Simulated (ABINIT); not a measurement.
**Beyond one shot: CdS (Hawleyite)**

Wanted: G0W0 and self-consistent gaps of CdS (Hawleyite), with the cost of the cycles.

Main program and level: ABINIT 10.8.3; PBE and many-body steps on it, plane waves.

**What was measured.**

- Gap 2.42 eV: optical gap from inflexion point of photoacoustic spectrum, as-grown film; photoacoustic spectroscopy; film (as-grown chemical bath deposited film, about 0.25 um thick, deposited at 80 C) (“Study of the band--gap shift in CdS films: Influence of thermal annealing in different atmospheres”, 1995, arxiv:cond-mat/9501125).

### Step 1. The structure

It takes space group F-43m (No. 216, cubic). The conventional cell has a = 5.833 Å, b = 5.833 Å, c = 5.833 Å, α = 90.00°, β = 90.00°, γ = 90.00°. Cd has 4 S at 2.53 Å nearest. Nearest to S lie 4 Cd at 2.53 Å. Farther neighbours and most contacts between anions are not listed.

The cell and positions come from the Crystallography Open Database and are kept as given unless a step says otherwise.

### Step 2. Empty states on the mesh, 4×4×4 mesh, 150 bands

This step: ABINIT 10.8.3; DFT, PBE, plane waves, norm-conserving pseudopotentials.

The sums over transitions need many empty states on a uniform mesh; this step solves for them.

Input file run.abi:

```
acell 3*1.0 Angstrom
rprim 
  -0.000000000000 2.916500000000 2.916500000000
  2.916500000000 -0.000000000000 2.916500000000
  2.916500000000 2.916500000000 -0.000000000000
ntypat 2
znucl 48 16
natom 2
typat 1 2
xred 
  0.000000000000 0.000000000000 0.000000000000
  0.250000000000 0.250000000000 0.250000000000
pp_dirpath "pseudos"
pseudos "Cd.upf, S.upf"
ecut 47
ngkpt 4 4 4
nshiftk 1
shiftk 0 0 0
kptopt 1
chksymbreak 0
irdden 1
istwfk *1
nband 150
prtvol 0
optdriver 6
gwr_task "HDIAGO"
paral_kgb 0
occopt 1
indata_prefix "in"
outdata_prefix "out"
tmpdata_prefix "tmp"
```

Command:

```sh
$ OMP_NUM_THREADS=1 mpirun -n 8 abinit run.abi > log
```

The program printed:

```text
.Version 10.8.3 of ABINIT. v10.8.2 released Aug 2026.

 Symmetries : space group F-4 3 m (#216); Bravais cF (face-center cubic)
[... echo of the input left out ...]
== DATASET  1 ==================================================================
-   mpi_nproc: 8, omp_nthreads: 1 (-1 if OMP is not activated)

--- !DatasetInfo
iteration_state: {dtset: 1, }
dimensions: {natom: 2, nkpt: 8, mband: 150, nsppol: 1, nspinor: 1, nspden: 1, mpw: 5180, }
cutoff_energies: {ecut:  47.0, pawecutdg:  -1.0, }
[...]
Direct band gap semiconductor
 Fundamental gap:     1.145 (eV)
   VBM:     4.366 (eV) at k: [ 0.0000E+00,  0.0000E+00,  0.0000E+00]
   CBM:     5.511 (eV) at k: [ 0.0000E+00,  0.0000E+00,  0.0000E+00]
 Direct gap:         1.145 (eV) at k: [ 0.0000E+00,  0.0000E+00,  0.0000E+00]

== END DATASET(S) ==============================================================
================================================================================

 -outvars: echo values of variables after computation  --------
           etotal      0.0000000000E+00
            nband         150
             nkpt           8
          spgroup         216
 [... the other variables as echoed above ...]

 Calculation completed.
```

Elapsed: 35 s, on 8 MPI ranks of AMD EPYC 9R45, shared host; peak memory 12 GiB; 4.6 min of CPU time.

Numbers from this step:

```yaml
gap: 1.145 eV
k_of_the_valence_top: 0, 0, 0
k_of_the_conduction_bottom: 0, 0, 0
least_direct_gap: 1.145 eV
k_points_computed: 8
lowest_point_of_the_top_converged_band_above_the_valence_top: 98.3047 eV
```

On this mesh the gap is 1.145 eV.

The density comes from a self-consistent run that is not shown.

### Step 3. Screening, 4×4×4 mesh, 142 bands, screening to 163.3 eV

The RPA dielectric matrix is built and inverted for each q.

This step: RPA screening on PBE, plane waves, norm-conserving pseudopotentials.

run.abi: that of step 2 with these lines changed.

```diff
@@ -20,10 +20,11 @@
 chksymbreak 0
-irdden 1
 istwfk *1
-nband 150
-prtvol 0
-optdriver 6
-gwr_task "HDIAGO"
-paral_kgb 0
 occopt 1
+irdwfk 1
+optdriver 3
+nband 142
+ecuteps 6
+inclvkb 2
+awtr 1
+symchi 1
 indata_prefix "in"
```

The program printed:

```text
.Version 10.8.3 of ABINIT. v10.8.2 released Aug 2026.

 Symmetries : space group F-4 3 m (#216); Bravais cF (face-center cubic)
[... echo of the input left out ...]
== DATASET  1 ==================================================================
-   mpi_nproc: 8, omp_nthreads: 1 (-1 if OMP is not activated)

--- !DatasetInfo
iteration_state: {dtset: 1, }
dimensions: {natom: 2, nkpt: 8, mband: 142, nsppol: 1, nspinor: 1, nspden: 1, mpw: 5180, }
cutoff_energies: {ecut:  47.0, pawecutdg:  -1.0, }
electrons: {nelect:   2.60000000E+01, charge:   0.00000000E+00, occopt:   1.00000000E+00, tsmear:   1.00000000E-02, }

 SCREENING: Calculation of the susceptibility and dielectric matrices

 Based on a program developped by R.W. Godby, V. Olevano, G. Onida, and L. Reining.
 Incorporated in ABINIT by V. Olevano, G.-M. Rignanese, and M. Torrent.
.Using double precision arithmetic ; gwpc =  8

[... cell and pseudopotentials left out ...]
--------------------------------------------------------------------------------

 ==== K-mesh for the wavefunctions ====
 Number of points in the irreducible wedge :     8
[... list of points left out ...]
 Together with 24 symmetry operations and time-reversal symmetry
 yields    64 points in the full Brillouin Zone.

 ==== Q-mesh for the screening function ====
 Number of points in the irreducible wedge :     8
[... list of points left out ...]
 Together with 24 symmetry operations and time-reversal symmetry
 yields    64 points in the full Brillouin Zone.

 setmesh: FFT mesh size selected  =    36x   36x   36
          total number of points  =        46656

 vcoul_init : cutoff-mode = AUXILIARY_FUNCTION
 q-points for optical limit:   1
     1)      0.000010    0.000020    0.000030

- screening: taking advantage of time-reversal symmetry
- Maximum band index for partially occupied states nbvw = 13
- Remaining bands to be divided among processors   nbcw = 129
- Number of bands treated by each node ~16

 Number of electrons calculated from density =   26.0000; Expected =   26.0000
 average of density, n =  0.077653
 r_s =    1.4541
 omega_plasma =   26.8804 [eV]

 calculating chi0 at frequencies [eV] :
  1    0.000000E+00    0.000000E+00
  2    0.000000E+00    2.688042E+01

--------------------------------------------------------------------------------
  q-point number  1        q = ( 0.000000, 0.000000, 0.000000) [r.l.u.]
--------------------------------------------------------------------------------
[... chi0 elements left out ...]
 For q-point:  0.000010 0.000020 0.000030
  dielectric constant =  11.0712
  dielectric constant without local fields =  11.7792

  Average fulfillment of the sum rule on Im[epsilon] for q-point    1 :     71.68  [%]
[... wings left out ...]
  q-point number  2        q = ( 0.250000, 0.000000, 0.000000) [r.l.u.]
--------------------------------------------------------------------------------
[... chi0 elements left out ...]
  Average fulfillment of the sum rule on Im[epsilon] for q-point    2 :     81.95  [%]

 [... 6 further q-points ...]
```

The job ended after 14 s (8 MPI ranks; peak memory 2.4 GiB; 1.8 min of CPU time).

This step gave:

| Property | Result |
| --- | --- |
| ε∞ with local fields, on this mesh, along the program's q direction | 11.07 |
| the same without local fields | 11.78 |
| plasma frequency | 26.88 eV |
| plane waves in the screening matrix | 259 |

Local fields lower ε∞ by 6 %. On a Γ-centred mesh this coarse the value itself is usually too large, while a short band sum pulls it down.

### Step 4. G0W0

The self-energy is evaluated for the states that the input lists, and the levels follow from it, in one-shot runs by the linearised quasiparticle equation.

This step: G0W0 on PBE, plane waves, norm-conserving pseudopotentials.

run.abi: that of step 3 with these lines changed.

```diff
@@ -23,8 +23,15 @@
 irdwfk 1
-optdriver 3
+optdriver 4
 nband 142
+gwcalctyp 0
+ecutsigx 47
+symsigma 1
+nkptgw 1
+kptgw 
+  0.0000000000 0.0000000000 0.0000000000
+bdgw 
+  11 17
 ecuteps 6
-inclvkb 2
-awtr 1
-symchi 1
+irdscr 1
+ppmodel 1
 indata_prefix "in"
```

The program printed:

```text
.Version 10.8.3 of ABINIT. v10.8.2 released Aug 2026.

 Symmetries : space group F-4 3 m (#216); Bravais cF (face-center cubic)
[... echo of the input left out ...]
== DATASET  1 ==================================================================
-   mpi_nproc: 8, omp_nthreads: 1 (-1 if OMP is not activated)

--- !DatasetInfo
iteration_state: {dtset: 1, }
dimensions: {natom: 2, nkpt: 8, mband: 142, nsppol: 1, nspinor: 1, nspden: 1, mpw: 5180, }
cutoff_energies: {ecut:  47.0, pawecutdg:  -1.0, }
electrons: {nelect:   2.60000000E+01, charge:   0.00000000E+00, occopt:   1.00000000E+00, tsmear:   1.00000000E-02, }

 SIGMA: Calculation of the GW corrections

 Based on a program developped by R.W. Godby, V. Olevano, G. Onida, and L. Reining.
 Incorporated in ABINIT by V. Olevano, G.-M. Rignanese, and M. Torrent.
.Using double precision arithmetic ; gwpc =  8

[... cell and pseudopotentials left out ...]
--------------------------------------------------------------------------------

 ==== K-mesh for the wavefunctions ====
 Number of points in the irreducible wedge :     8
[... list of points left out ...]
 Together with 24 symmetry operations and time-reversal symmetry
 yields    64 points in the full Brillouin Zone.

 ==== Q-mesh for screening function ====
 Number of points in the irreducible wedge :     8
[... list of points left out ...]
 Together with 24 symmetry operations and time-reversal symmetry
 yields    64 points in the full Brillouin Zone.

 vcoul_init : cutoff-mode = AUXILIARY_FUNCTION
 q-points for optical limit:   1
     1)      0.000010    0.000020    0.000030
 setmesh: FFT mesh size selected  =    50x   50x   50
          total number of points  =       125000

 Number of electrons calculated from density =   26.0000; Expected =   26.0000
 average of density, n =  0.077653
 r_s =    1.4541
 omega_plasma =   26.8804 [eV]

 === KS Band Gaps ===
  >>>> For spin  1
   Minimum direct gap =   1.1447 [eV], located at k-point      :   0.0000  0.0000  0.0000
   Fundamental gap    =   1.1447 [eV], Top of valence bands at :   0.0000  0.0000  0.0000
                                       Bottom of conduction at :   0.0000  0.0000  0.0000
 SIGMA fundamental parameters:
 PLASMON POLE MODEL  1
 number of plane-waves for SigmaX                 5065
 number of plane-waves for SigmaC and W            259
 number of plane-waves for wavefunctions          5065
 number of bands                                   142
 number of independent spin polarizations            1
 number of spinorial components                      1
 number of k-points in IBZ                           8
 number of q-points in IBZ                           8
 number of symmetry operations                      24
 number of k-points in BZ                           64
 number of q-points in BZ                           64
 number of frequencies for dSigma/dE                 9
 frequency step for dSigma/dE [eV]                0.25
 number of omega for Sigma on real axis              0
 max omega for Sigma on real axis  [eV]           0.00
 zcut for avoiding poles [eV]                     0.10

 EPSILON^-1 parameters (SCR file):
 dimension of the eps^-1 matrix on file            259
 dimension of the eps^-1 matrix used               259
 number of plane-waves for wavefunctions          5065
 number of bands                                   142
 number of q-points in IBZ                           8
 number of frequencies                               2
 number of real frequencies                          1
 number of imag frequencies                          1

 matrix elements of self-energy operator (all in [eV])

 Perturbative Calculation

--- !SelfEnergy_ee
iteration_state: {dtset: 1, }
kpoint     : [   0.000,    0.000,    0.000, ]
spin       : 1
KS_gap     :    1.145
QP_gap     :    2.097
Delta_QP_KS:    0.952
data: !SigmaeeData |
     Band     E0 <VxcDFT>   SigX SigC(E0)      Z dSigC/dE  Sig(E)    E-E0       E
       11   4.366 -15.389 -18.420   2.000   0.781  -0.280 -16.194  -0.805   3.561
       12   4.366 -15.389 -18.420   2.000   0.781  -0.280 -16.194  -0.805   3.561
       13   4.366 -15.389 -18.420   2.000   0.781  -0.280 -16.194  -0.805   3.561
       14   5.511 -10.636  -6.668  -3.787   0.813  -0.231 -10.489   0.147   5.658
       15  10.897 -10.642  -5.801  -4.357   0.810  -0.235 -10.250   0.392  11.289
       16  10.897 -10.642  -5.801  -4.357   0.810  -0.235 -10.250   0.392  11.289
       17  10.897 -10.642  -5.801  -4.357   0.810  -0.235 -10.250   0.392  11.289

== END DATASET(S) ==============================================================
================================================================================

 -outvars: echo values of variables after computation  --------
           etotal      0.0000000000E+00
            nband         142
             nkpt           8
          spgroup         216
 [... the other variables as echoed above ...]

 Calculation completed.
```

Elapsed: 4.1 s, on 8 MPI ranks; peak memory 1.7 GiB; 31 s of CPU time.

This step gave:

| Item | Value |
| --- | --- |
| G0W0 gap on the points computed | 2.097 eV |
| starting gap on the mesh | 1.145 eV |
| k of the valence top | 0, 0, 0 |
| k of the conduction bottom | 0, 0, 0 |
| Z at the valence top | 0.781 |
| Z at the conduction bottom | 0.813 |
| least direct G0W0 gap on the computed points | 2.097 eV |

The gap on the mesh goes from 1.14 eV to 2.10 eV, a correction of +0.95 eV.

### Step 5. evGW0, cycle 1

This step: evGW0 on PBE, plane waves, norm-conserving pseudopotentials.

run.abi: that of step 4 with these lines changed.

```diff
@@ -25,10 +25,24 @@
 nband 142
-gwcalctyp 0
+gwcalctyp 10
 ecutsigx 47
 symsigma 1
-nkptgw 1
+nkptgw 8
 kptgw 
   0.0000000000 0.0000000000 0.0000000000
+  0.2500000000 0.0000000000 0.0000000000
+  0.5000000000 0.0000000000 0.0000000000
+  0.2500000000 0.2500000000 0.0000000000
+  0.5000000000 0.2500000000 0.0000000000
+  -0.2500000000 0.2500000000 0.0000000000
+  0.5000000000 0.5000000000 0.0000000000
+  -0.2500000000 0.5000000000 0.2500000000
 bdgw 
-  11 17
+  6 23
+  6 23
+  6 23
+  6 23
+  6 23
+  6 23
+  6 23
+  6 23
 ecuteps 6
```

The program printed:

```text
.Version 10.8.3 of ABINIT. v10.8.2 released Aug 2026.

 Symmetries : space group F-4 3 m (#216); Bravais cF (face-center cubic)
[... echo of the input left out ...]
== DATASET  1 ==================================================================
-   mpi_nproc: 8, omp_nthreads: 1 (-1 if OMP is not activated)

--- !DatasetInfo
iteration_state: {dtset: 1, }
dimensions: {natom: 2, nkpt: 8, mband: 142, nsppol: 1, nspinor: 1, nspden: 1, mpw: 5180, }
cutoff_energies: {ecut:  47.0, pawecutdg:  -1.0, }
electrons: {nelect:   2.60000000E+01, charge:   0.00000000E+00, occopt:   1.00000000E+00, tsmear:   1.00000000E-02, }

 SIGMA: Calculation of the GW corrections

 Based on a program developped by R.W. Godby, V. Olevano, G. Onida, and L. Reining.
 Incorporated in ABINIT by V. Olevano, G.-M. Rignanese, and M. Torrent.
.Using double precision arithmetic ; gwpc =  8

[... cell and pseudopotentials left out ...]
--------------------------------------------------------------------------------

 ==== K-mesh for the wavefunctions ====
 Number of points in the irreducible wedge :     8
[... list of points left out ...]
 Together with 24 symmetry operations and time-reversal symmetry
 yields    64 points in the full Brillouin Zone.

 ==== Q-mesh for screening function ====
 Number of points in the irreducible wedge :     8
[... list of points left out ...]
 Together with 24 symmetry operations and time-reversal symmetry
 yields    64 points in the full Brillouin Zone.

 vcoul_init : cutoff-mode = AUXILIARY_FUNCTION
 q-points for optical limit:   1
     1)      0.000010    0.000020    0.000030
 setmesh: FFT mesh size selected  =    50x   50x   50
          total number of points  =       125000

 Number of electrons calculated from density =   26.0000; Expected =   26.0000
[...]
spin       : 1
KS_gap     :    5.434
QP_gap     :    6.381
Delta_QP_KS:    0.947
data: !SigmaeeData |
     Band     E_DFT   <VxcDFT>   E(N-1)  <Hhartree>   SigX  SigC[E(N-1)]    Z     dSigC/dE  Sig[E(N)]  DeltaE  E(N)_pert E(N)_diago
[...]
--- !SelfEnergy_ee
iteration_state: {dtset: 1, }
kpoint     : [  -0.250,    0.500,    0.250, ]
spin       : 1
KS_gap     :    7.608
QP_gap     :    9.183
Delta_QP_KS:    1.575
data: !SigmaeeData |
     Band     E_DFT   <VxcDFT>   E(N-1)  <Hhartree>   SigX  SigC[E(N-1)]    Z     dSigC/dE  Sig[E(N)]  DeltaE  E(N)_pert E(N)_diago
[...]
22    20.101   -10.020    20.101    30.121    -3.597    -6.076     0.753    -0.327    -9.758     0.262    20.363    20.448
       23    22.142   -10.203    22.142    32.345    -3.714    -6.406     0.737    -0.358   -10.142     0.061    22.203    22.225

 New Fermi energy :        1.658648E-01 Ha ,    4.513411E+00 eV

 === QP Band Gaps ===
  >>>> For spin  1
   Minimum direct gap =   2.3563 [eV], located at k-point      :   0.0000  0.0000  0.0000
   Fundamental gap    =   2.3563 [eV], Top of valence bands at :   0.0000  0.0000  0.0000
                                       Bottom of conduction at :   0.0000  0.0000  0.0000

 writing QP data on file : out_QPS

 Convergence of QP corrections
 >>>>> For spin  1 <<<<<
.  kptgw no:  1; Maximum DeltaE = (   0.000   0.000) for band index:  5
.  kptgw no:  2; Maximum DeltaE = (  -0.042   0.001) for band index:  5
.  kptgw no:  3; Maximum DeltaE = (   0.092   0.002) for band index:  4
[...]
.  kptgw no:  7; Maximum DeltaE = (   0.256   0.001) for band index:  1
.  kptgw no:  8; Maximum DeltaE = (   0.292   0.002) for band index:  4

== END DATASET(S) ==============================================================
================================================================================

 -outvars: echo values of variables after computation  --------
           etotal      0.0000000000E+00
            nband         142
             nkpt           8
          spgroup         216
 [... the other variables as echoed above ...]

 Calculation completed.
```

The job ended after 1.7 min (8 MPI ranks; peak memory 4 GiB; 14 min of CPU time).

Numbers from this step:

* quasiparticle gap on the mesh: 2.357 eV
* gap of the density functional on the mesh: 1.145 eV
* k of the valence top: 0, 0, 0
* k of the conduction bottom: 0, 0, 0
* Z at the valence top: 0.781
* Z at the conduction bottom: 0.813
* least direct quasiparticle gap on the computed points: 2.357 eV

Against G0W0 in ABINIT (4×4×4 mesh, 142 bands, screening to 163.3 eV, Godby-Needs plasmon pole), the gap moves by +0.260 eV. This first cycle still uses the starting levels; it takes the full correction, at all points of the mesh, and its linearised value is 2.097 eV.

### Step 6. evGW0, cycle 2

The corrected levels of the last cycle go back in.

run.abi: that of step 5 with these lines changed.

```diff
@@ -50,2 +50,3 @@
 ppmodel 1
+irdqps 1
 indata_prefix "in"
```

The program printed:

```text
.Version 10.8.3 of ABINIT. v10.8.2 released Aug 2026.

 Symmetries : space group F-4 3 m (#216); Bravais cF (face-center cubic)
[... echo of the input left out ...]
== DATASET  1 ==================================================================
-   mpi_nproc: 8, omp_nthreads: 1 (-1 if OMP is not activated)

--- !DatasetInfo
iteration_state: {dtset: 1, }
dimensions: {natom: 2, nkpt: 8, mband: 142, nsppol: 1, nspinor: 1, nspden: 1, mpw: 5180, }
cutoff_energies: {ecut:  47.0, pawecutdg:  -1.0, }
[...]
.  kptgw no:  3; Maximum DeltaE = (   0.056  -0.000) for band index:  6
[...]
.  kptgw no:  7; Maximum DeltaE = (   0.053  -0.000) for band index:  7
.  kptgw no:  8; Maximum DeltaE = (  -0.105   0.000) for band index: 15

== END DATASET(S) ==============================================================
================================================================================

 -outvars: echo values of variables after computation  --------
           etotal      0.0000000000E+00
            nband         142
             nkpt           8
          spgroup         216
 [... the other variables as echoed above ...]

 Calculation completed.
```

Wall time 1.7 min (8 MPI ranks); peak memory 4 GiB; 14 min of CPU time.

This step gave:

```yaml
quasiparticle_gap_on_the_mesh: 2.243 eV
gap_of_the_density_functional_on_the_mesh: 1.145 eV
k_of_the_valence_top: 0, 0, 0
k_of_the_conduction_bottom: 0, 0, 0
least_direct_quasiparticle_gap_on_the_computed_points: 2.243 eV
```

Against the cycle before, the gap moves by −0.114 eV.

(Part 1 of 3 ends here.)

[Paths, hosts, dates, memory and timing lines, banners, echoed tables and standing remarks are left out of the program output.]

[Logs are printed without paths, hosts, clocks, repeated set-up lines and the standing remarks that a program may print on its own settings, such as how far it seeks lower states.]

[Runs of the session that timed out or met a known fault of the program may be left out.]

[Hosts, paths, dates, database ids (printed as entryN), source tags and the programs' standing remarks are cut or masked in the printed files.]

[G0W0 gaps are taken among the corrected bands and points alone; a level outside them can change the order at an edge.]

[Where Ansatz stands beside ABINIT at settings called matched, ABINIT's density can come from a denser mesh and the files from another edition; pairs whose starting gaps differed by over 0.03 eV were left out, so agreement reads better than it is.]
